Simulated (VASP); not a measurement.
Write the native input for VASP 6.6.1 that does the following.

```yaml
Task: single point
Functional: PBEsol
Potentials_or_basis: VASP PAW PBE potentials, release 64 (In_d)
Cutoff: 520 eV
k_mesh: 6 × 6 × 6
Occupations: fermi-dirac, width 0.039 eV
Spin: no spin polarisation
Dipole_correction: no
Further_INCAR_settings: ALGO = Fast; EDIFF = 1e-07; NBANDS = 26
```

The structure of In lies in POSCAR:

```
In
1.0
    1.6696368166      0.9639652655      8.2074632500
   -1.6696368166      0.9639652655      8.2074632500
    0.0000000000     -1.9279305310      8.2074632500
In
3
Direct
    0.0000000000      0.0000000000      0.0000000000
    0.7780122400      0.7780122400      0.7780122400
    0.2219877600      0.2219877600      0.2219877600
```

This isn't the form of In at room conditions, which is tetragonal.

The input as run:

INCAR

```
SYSTEM = In
PREC = Accurate
ENCUT = 520
EDIFF = 1E-7
ISMEAR = -1
SIGMA = 0.039
LREAL = .FALSE.
LASPH = .TRUE.
NELM = 100
ALGO = Fast
ISIF = 2
LWAVE = .FALSE.
LCHARG = .FALSE.
GGA = PS
NBANDS = 26
```

KPOINTS

```
Automatic mesh
0
G
  6 6 6
  0 0 0
```

Potentials or basis: VASP PAW PBE potentials, release 64 (In_d).

Run with:

```console
$ cat potpaw_PBE.64/In_d/POTCAR > POTCAR
$ mpirun -np 1 vasp_std > vasp.out
```

Results of the run:

The pressure is -1.5 GPa and the largest force is 0.015 eV/Å. The band gap on the k mesh is none (metal or under the smearing width).

Caveat: the k mesh is coarse (spacing up to 0.36 Å⁻¹), so the values aren't converged; the PAW data sets were made with another functional, which shifts forces and pressure a little.

Run time: 6.8 min on 1 thread of Intel(R) Xeon(R) Platinum 8488C (Sapphire Rapids), on a shared host, peak memory 0.49 GiB.
